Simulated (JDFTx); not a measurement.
# GaP (F-43m) in JDFTx: a series of runs

Runs on GaP. Level: PBEsol. Tasks: equation of state.

All numbers are computed with JDFTx 1.7.0 (patched build); they aren't measurements. Logs are shortened: lines on timing, memory, paths and dates and some standing lists are left out, and cuts for length are marked. The log counts tension as positive stress, the text compression.

**Measured values to compare with.**

From “Phosphorous dimerization in GaP at high pressure”, 2017, arxiv:1709.06667, for a bulk crystal of GaP: bulk modulus 87.5 ± 0.6 GPa.

How close the calculation comes is told below.

## (1) The crystal as given

Symmetry: F-43m, No. 216, cubic system. The conventional cell has a = 5.451 Å, b = 5.451 Å, c = 5.451 Å, α = 90.00°, β = 90.00°, γ = 90.00°. Ga (site symmetry -43m) has 4 P at 2.36 Å as nearest neighbours. P (site symmetry -43m) has 4 Ga at 2.36 Å as nearest neighbours.

## (2) Equation of state, PBEsol, 19.03 Å³/atom (volume scaled by 0.94)

GaP.in reads:

```
lattice \
    0.0000000000     2.6696170428     2.6696170428 \
    2.6696170428     0.0000000000     2.6696170428 \
    2.6696170428     2.6696170428     0.0000000000
latt-scale 1.889726124626 1.889726124626 1.889726124626
coords-type Lattice
ion Ga     0.0000000000     0.0000000000     0.0000000000 1
ion P      0.7500000000     0.7500000000     0.7500000000 1

ion-species pseudo/Ga.upf
ion-species pseudo/P.upf
elec-cutoff 40 320
elec-ex-corr gga-PBEsol
kpoint-folding 8 8 8
elec-smearing Fermi 0.0018374661
elec-n-bands 15
electronic-SCF nIterations 100 energyDiffThreshold 1e-09
electronic-minimize nIterations 30 energyDiffThreshold 1e-7
forces-output-coords Cartesian

dump-name run.$VAR
dump End Ecomponents EigStats BandEigs Kpoints Forces Stress ElecDensity Dtot KEdensity
```

Potentials or basis: PseudoDojo-SR-PBEsol-0.4.1-standard.

On the command line:

```
$ jdftx -c 1 -i GaP.in -o GaP.out
```

What it wrote:

```text
*************** JDFTx 1.7.0 (patched build) ***************

Input parsed successfully to the following command list (including defaults):
[... the input with its defaults ...]

---------- Setting up symmetries ----------

Found 48 point-group symmetries of the bravais lattice
Found 24 space-group symmetries with basis
Applied RMS atom displacement 0 bohrs to make symmetries exact.

---------- Initializing the Grid ----------
R =
[            0      5.04485      5.04485  ]
[      5.04485            0      5.04485  ]
[      5.04485      5.04485            0  ]
unit cell volume = 256.787
G =
[  -0.622733   0.622733   0.622733  ]
[   0.622733  -0.622733   0.622733  ]
[   0.622733   0.622733  -0.622733  ]
Minimum fftbox size, Smin = [  60  60  60  ]
Chosen fftbox size, S = [  60  60  60  ]

---------- Initializing tighter grid for wavefunction operations ----------
R =
[            0      5.04485      5.04485  ]
[      5.04485            0      5.04485  ]
[      5.04485      5.04485            0  ]
unit cell volume = 256.787
G =
[  -0.622733   0.622733   0.622733  ]
[   0.622733  -0.622733   0.622733  ]
[   0.622733   0.622733  -0.622733  ]
Minimum fftbox size, Smin = [  44  44  44  ]
Chosen fftbox size, S = [  48  48  48  ]

---------- Exchange Correlation functional ----------
Initalized PBEsol GGA exchange.
Initalized PBEsol GGA correlation.

---------- Setting up pseudopotentials ----------
Width of ionic core gaussian charges (only for fluid interactions / plotting) set to 0

Reading pseudopotential file 'pseudo/Ga.upf':
  'Ga' pseudopotential, 'PBESOL' functional
  Generated using ONCVPSP code by D. R. Hamann
  13 valence electrons, 3 orbitals, 6 projectors, 1001 radial grid points, with lMax = 2
    3D    l: 2   occupation: 10.0   eigenvalue: -0.704192
    4S    l: 0   occupation:  2.0   eigenvalue: -0.329374
    4P    l: 1   occupation:  1.0   eigenvalue: -0.094479
  Core radius for overlap checks: 1.84 bohrs.

Reading pseudopotential file 'pseudo/P.upf':
  'P' pseudopotential, 'PBESOL' functional
  Generated using ONCVPSP code by D. R. Hamann
  5 valence electrons, 2 orbitals, 6 projectors, 1001 radial grid points, with lMax = 2
    3S    l: 0   occupation:  2.0   eigenvalue: -0.511448
    3P    l: 1   occupation:  3.0   eigenvalue: -0.201377
  Core radius for overlap checks: 1.66 bohrs.

Initialized 2 species with 2 total atoms.

Folded 1 k-points by 8x8x8 to 512 k-points.

---------- Setting up k-points, bands, fillings ----------
Adding inversion symmetry to k-mesh for non-inversion-symmetric unit cell.
Reduced to 29 k-points under symmetry.
Computing the number of bands and number of electrons
Calculating initial fillings.
nElectrons:  18.000000   nBands: 15   nStates: 29

----- Setting up reduced wavefunction bases (one per k-point) -----
average nbasis = 3101.639 , ideal nbasis = 3102.826

---------- Setting up ewald sum ----------
Optimum gaussian width for ewald sums = 2.291281 bohr.
Real space sum over 1331 unit cells with max indices [  5  5  5  ]
Reciprocal space sum over 2197 terms with max indices [  6  6  6  ]

---------- Allocating electronic variables ----------
Initializing wave functions:  linear combination of atomic orbitals
Note: number of bands (15) exceeds available atomic orbitals (13)
Ga pseudo-atom occupations:   s ( 2 )  p ( 1 )  d ( 10 )
P pseudo-atom occupations:   s ( 2 )  p ( 3 )
	FillingsUpdate:  mu: +0.362942508  nElectrons: 18.000000
LCAOMinimize: Iter:   0  F: -73.7357530335372360  |grad|_K:  2.121e-03  alpha:  1.000e+00
	FillingsUpdate:  mu: +0.354854232  nElectrons: 18.000000
LCAOMinimize: Iter:   1  F: -73.7433818265268570  |grad|_K:  3.992e-05  alpha:  5.060e-01  linmin: -2.347e-01  cgtest:  6.504e-01
LCAOMinimize: Encountered beta<0, resetting CG.
	FillingsUpdate:  mu: +0.354766247  nElectrons: 18.000000
LCAOMinimize: Iter:   2  F: -73.7433853868756302  |grad|_K:  1.169e-05  alpha:  6.842e-01  linmin: -7.909e-04  cgtest:  1.249e-02
	FillingsUpdate:  mu: +0.354821687  nElectrons: 18.000000
LCAOMinimize: Iter:   3  F: -73.7433856906473011  |grad|_K:  7.151e-07  alpha:  6.797e-01  linmin: -9.301e-04  cgtest: -6.146e-02
	FillingsUpdate:  mu: +0.354818681  nElectrons: 18.000000
LCAOMinimize: Iter:   4  F: -73.7433856921879709  |grad|_K:  8.546e-08  alpha:  9.217e-01  linmin: -1.666e-03  cgtest:  2.272e-03
LCAOMinimize: Converged (|Delta F|<1.000000e-06 for 2 iters).

-------- Electronic minimization -----------
Will mix electronic density at each iteration.
	FillingsUpdate:  mu: +0.354818681  nElectrons: 18.000000
	FillingsUpdate:  mu: +0.327739821  nElectrons: 18.000000
SCF: Cycle:  0   F: -73.792707294621152   dF: -4.932e-02   |Residual|: 5.542e-02   |deigs|: 1.690e-01
	FillingsUpdate:  mu: +0.328576431  nElectrons: 18.000000
SCF: Cycle:  1   F: -73.793953356215056   dF: -1.246e-03   |Residual|: 3.100e-02   |deigs|: 8.932e-03
	FillingsUpdate:  mu: +0.331513643  nElectrons: 18.000000
SCF: Cycle:  2   F: -73.794185471433622   dF: -2.321e-04   |Residual|: 4.310e-03   |deigs|: 5.385e-03
	FillingsUpdate:  mu: +0.331635142  nElectrons: 18.000000
SCF: Cycle:  3   F: -73.794191244639705   dF: -5.773e-06   |Residual|: 1.922e-03   |deigs|: 7.355e-04
	FillingsUpdate:  mu: +0.332078390  nElectrons: 18.000000
SCF: Cycle:  4   F: -73.794193453642578   dF: -2.209e-06   |Residual|: 6.284e-04   |deigs|: 7.270e-04
	FillingsUpdate:  mu: +0.332053244  nElectrons: 18.000000
SCF: Cycle:  5   F: -73.794193807438901   dF: -3.538e-07   |Residual|: 3.318e-04   |deigs|: 2.405e-04
	FillingsUpdate:  mu: +0.332091083  nElectrons: 18.000000
SCF: Cycle:  6   F: -73.794193954261615   dF: -1.468e-07   |Residual|: 8.116e-05   |deigs|: 4.199e-04
	FillingsUpdate:  mu: +0.332090591  nElectrons: 18.000000
SCF: Cycle:  7   F: -73.794193989255035   dF: -3.499e-08   |Residual|: 4.762e-05   |deigs|: 3.168e-04
	FillingsUpdate:  mu: +0.332091678  nElectrons: 18.000000
SCF: Cycle:  8   F: -73.794194008378241   dF: -1.912e-08   |Residual|: 1.092e-05   |deigs|: 2.793e-04
	FillingsUpdate:  mu: +0.332092150  nElectrons: 18.000000
SCF: Cycle:  9   F: -73.794194013181112   dF: -4.803e-09   |Residual|: 5.044e-06   |deigs|: 1.644e-04
	FillingsUpdate:  mu: +0.332092468  nElectrons: 18.000000
SCF: Cycle: 10   F: -73.794194015718148   dF: -2.537e-09   |Residual|: 1.579e-06   |deigs|: 1.498e-04
	FillingsUpdate:  mu: +0.332092592  nElectrons: 18.000000
SCF: Cycle: 11   F: -73.794194016353387   dF: -6.352e-10   |Residual|: 6.091e-07   |deigs|: 1.521e-04
	FillingsUpdate:  mu: +0.332092580  nElectrons: 18.000000
SCF: Cycle: 12   F: -73.794194016749529   dF: -3.961e-10   |Residual|: 6.355e-07   |deigs|: 6.792e-04
SCF: Converged (|Delta E|<1.000000e-09 for 2 iters).

Setting wave functions to eigenvectors of Hamiltonian

# Stress tensor in Cartesian coordinates [Eh/a0^3]:
[ -0.000181179            0            0  ]
[            0 -0.000181179            0  ]
[            0            0 -0.000181179  ]

# Ionic positions in lattice coordinates:
ion Ga   0.000000000000000   0.000000000000000   0.000000000000000 1
ion P   0.750000000000000   0.750000000000000   0.750000000000000 1

# Forces in Cartesian coordinates:
force Ga  -0.000000000000000   0.000000000000000  -0.000000000000000 1
force P  -0.000000000000000   0.000000000000000  -0.000000000000000 1

# Energy components:
   Eewald =      -49.2440751392624563
       EH =       25.5457847455794393
     Eloc =      -65.0440770921879192
      Enl =      -36.9645346509368053
      Exc =      -22.7946567439115313
 Exc_core =        9.5067581553681766
       KE =       65.2006067095267383
-------------------------------------
     Etot =      -73.7941940158243597
       TS =        0.0000000009251670
-------------------------------------
        F =      -73.7941940167495289

IonicMinimize: Iter:   0  F: -73.794194016749529  |grad|_K:        nan
IonicMinimize: None of the convergence criteria satisfied after 0 iterations.

#--- Lowdin population analysis ---
# oxidation-state Ga +0.080
# oxidation-state P -0.034

Dumping 'run.eigStats' ...
	eMin: -0.238199 at state 20 ( [ +0.000000 +0.500000 +0.500000 ] spin 0 )
	HOMO: +0.307271 at state 0 ( [ +0.000000 +0.000000 +0.000000 ] spin 0 )
	mu  : +0.332093
	LUMO: +0.358140 at state 20 ( [ +0.000000 +0.500000 +0.500000 ] spin 0 )
	eMax: +0.775199 at state 13 ( [ +0.000000 +0.250000 +0.375000 ] spin 0 )
	HOMO-LUMO gap: +0.050868
	Optical gap  : +0.082597 at state 0 ( [ +0.000000 +0.000000 +0.000000 ] spin 0 )
Done!
[note: mu as printed may lie anywhere between the filled and the empty levels]
```

It took 1.8 min on 1 thread of Arm Neoverse V1, shared host; peak memory 0.13 GiB.

Results:

```yaml
Free_energy: -2008.0423 eV
Pressure: 5.3 GPa
Band_gap_on_the_k_mesh: 1.38 eV, indirect (least direct gap 2.25 eV)
```

## (3) Equation of state, PBEsol, 19.43 Å³/atom (volume scaled by 0.96)

GaP.in, as its differences from that of step 2:

```diff
@@ -1,5 +1,5 @@
 lattice \
-    0.0000000000     2.6696170428     2.6696170428 \
-    2.6696170428     0.0000000000     2.6696170428 \
-    2.6696170428     2.6696170428     0.0000000000
+    0.0000000000     2.6884177822     2.6884177822 \
+    2.6884177822     0.0000000000     2.6884177822 \
+    2.6884177822     2.6884177822     0.0000000000
 latt-scale 1.889726124626 1.889726124626 1.889726124626
@@ -21,2 +21,2 @@
 dump-name run.$VAR
-dump End Ecomponents EigStats BandEigs Kpoints Forces Stress ElecDensity Dtot KEdensity
+dump End Ecomponents EigStats BandEigs Kpoints Forces Stress
```

Potentials or basis: PseudoDojo-SR-PBEsol-0.4.1-standard.

On the command line:

```
$ jdftx -c 1 -i GaP.in -o GaP.out
```

It took 1.8 min on 1 thread of Arm Neoverse V1, shared host; peak memory 0.13 GiB.

It converged, with:

| Property | Result |
| --- | --- |
| Free energy | -2008.0638 eV |
| Pressure | 3.2 GPa |
| Band gap on the k mesh | 1.43 eV, indirect (least direct gap 2.07 eV) |

## (4) Equation of state, PBEsol, 19.84 Å³/atom (volume scaled by 0.98)

GaP.in, as its differences from that of step 3:

```diff
@@ -1,5 +1,5 @@
 lattice \
-    0.0000000000     2.6884177822     2.6884177822 \
-    2.6884177822     0.0000000000     2.6884177822 \
-    2.6884177822     2.6884177822     0.0000000000
+    0.0000000000     2.7069591804     2.7069591804 \
+    2.7069591804     0.0000000000     2.7069591804 \
+    2.7069591804     2.7069591804     0.0000000000
 latt-scale 1.889726124626 1.889726124626 1.889726124626
```

On the command line:

```
$ jdftx -c 1 -i GaP.in -o GaP.out
```

Run time: 1.8 min. Hardware: 1 thread of Arm Neoverse V1, shared host; peak memory 0.13 GiB.

The run converged. Its results:

```
Free energy            : -2008.0750 eV
Pressure               : 1.2 GPa
Band gap on the k mesh : 1.48 eV, indirect (least direct gap 1.90 eV)
```

## (5) Equation of state, PBEsol, 20.24 Å³/atom

GaP.in, as its differences from that of step 4:

```diff
@@ -1,5 +1,5 @@
 lattice \
-    0.0000000000     2.7069591804     2.7069591804 \
-    2.7069591804     0.0000000000     2.7069591804 \
-    2.7069591804     2.7069591804     0.0000000000
+    0.0000000000     2.7252500000     2.7252500000 \
+    2.7252500000     0.0000000000     2.7252500000 \
+    2.7252500000     2.7252500000     0.0000000000
 latt-scale 1.889726124626 1.889726124626 1.889726124626
```

On the command line:

```
$ jdftx -c 1 -i GaP.in -o GaP.out
```

Run time: 1.8 min. Hardware: 1 thread of Arm Neoverse V1, shared host; peak memory 0.13 GiB.

It converged, with:

```yaml
Free_energy: -2008.0768 eV
Pressure: -0.5 GPa
Band_gap_on_the_k_mesh: 1.52 eV, indirect (least direct gap 1.74 eV)
```

## (6) Equation of state, PBEsol, 20.65 Å³/atom (volume scaled by 1.02)

GaP.in, as its differences from that of step 5:

```diff
@@ -1,5 +1,5 @@
 lattice \
-    0.0000000000     2.7252500000     2.7252500000 \
-    2.7252500000     0.0000000000     2.7252500000 \
-    2.7252500000     2.7252500000     0.0000000000
+    0.0000000000     2.7432985392     2.7432985392 \
+    2.7432985392     0.0000000000     2.7432985392 \
+    2.7432985392     2.7432985392     0.0000000000
 latt-scale 1.889726124626 1.889726124626 1.889726124626
```

Potentials or basis: PseudoDojo-SR-PBEsol-0.4.1-standard.

On the command line:

```
$ jdftx -c 1 -i GaP.in -o GaP.out
```

It took 1.8 min on 1 thread of Arm Neoverse V1, shared host; peak memory 0.14 GiB.

The run converged. Its results:

| Item | Value |
| --- | --- |
| Free energy | -2008.0703 eV |
| Pressure | -2.1 GPa |
| Band gap on the k mesh | 1.52 eV, indirect (least direct gap 1.57 eV) |

## (7) Equation of state, PBEsol, 21.05 Å³/atom (volume scaled by 1.04)

GaP.in, as its differences from that of step 6:

```diff
@@ -1,5 +1,5 @@
 lattice \
-    0.0000000000     2.7432985392     2.7432985392 \
-    2.7432985392     0.0000000000     2.7432985392 \
-    2.7432985392     2.7432985392     0.0000000000
+    0.0000000000     2.7611126653     2.7611126653 \
+    2.7611126653     0.0000000000     2.7611126653 \
+    2.7611126653     2.7611126653     0.0000000000
 latt-scale 1.889726124626 1.889726124626 1.889726124626
```

On the command line:

```
$ jdftx -c 1 -i GaP.in -o GaP.out
```

Wall time 1.8 min (1 thread of Arm Neoverse V1, shared host); peak memory 0.13 GiB.

The run converged. Its results:

* Free energy: -2008.0563 eV
* Pressure: -3.5 GPa
* Band gap on the k mesh: 1.42 eV, direct

## (8) Equation of state, PBEsol, 21.45 Å³/atom (volume scaled by 1.06)

GaP.in, as its differences from that of step 7:

```diff
@@ -1,5 +1,5 @@
 lattice \
-    0.0000000000     2.7611126653     2.7611126653 \
-    2.7611126653     0.0000000000     2.7611126653 \
-    2.7611126653     2.7611126653     0.0000000000
+    0.0000000000     2.7786998443     2.7786998443 \
+    2.7786998443     0.0000000000     2.7786998443 \
+    2.7786998443     2.7786998443     0.0000000000
 latt-scale 1.889726124626 1.889726124626 1.889726124626
```

On the command line:

```
$ jdftx -c 1 -i GaP.in -o GaP.out
```

It took 1.9 min on 1 thread of Arm Neoverse V1, shared host; peak memory 0.13 GiB.

It converged, with:

| Quantity | Value |
| --- | --- |
| Free energy | -2008.0356 eV |
| Pressure | -4.7 GPa |
| Band gap on the k mesh | 1.27 eV, direct |
| Loewdin charges | Ga +0.09; P -0.05 e |

## (9) Equation of state, PBEsol

Potentials or basis: PseudoDojo-SR-PBEsol-0.4.1-standard.

No new run: the results of the series are fitted here.

Results:

```yaml
Equilibrium_volume: 20.12 Å³/atom
Bulk_modulus: 85 GPa
Pressure_derivative_of_the_bulk_modulus: 4.5
```

Energy against volume, from the lowest point:
| volume (Å³/atom) | energy (meV/atom) |
| --- | --- |
| 19.026 | 17.24 |
| 19.431 | 6.48 |
| 19.836 | 0.91 |
| 20.240 | 0.00 |
| 20.645 | 3.26 |
| 21.050 | 10.26 |
| 21.455 | 20.60 |

## (10) For comparison

An earlier run on the cell as given: functional PBE; potentials or basis PseudoDojo-SR-PBE-0.5-standard; cutoff 1088 eV; density cutoff 4354 eV; k mesh 8 × 8 × 8; occupations fermi-dirac, width 0.05 eV; no spin polarisation.

- Pressure: 2.6 GPa
- Band gap on the k mesh: 1.64 eV, indirect (least direct gap 1.82 eV)
- Loewdin charges: Ga +0.12; P -0.07 e

## (11) How close it comes

Step 9. A measured bulk modulus of GaP is 87.5 GPa (“Phosphorous dimerization in GaP at high pressure”, 2017, arxiv:1709.06667); the calculated 85 GPa misses it by -3.2 %. The fit is for a static lattice scaled at fixed shape and fixed fractional positions.
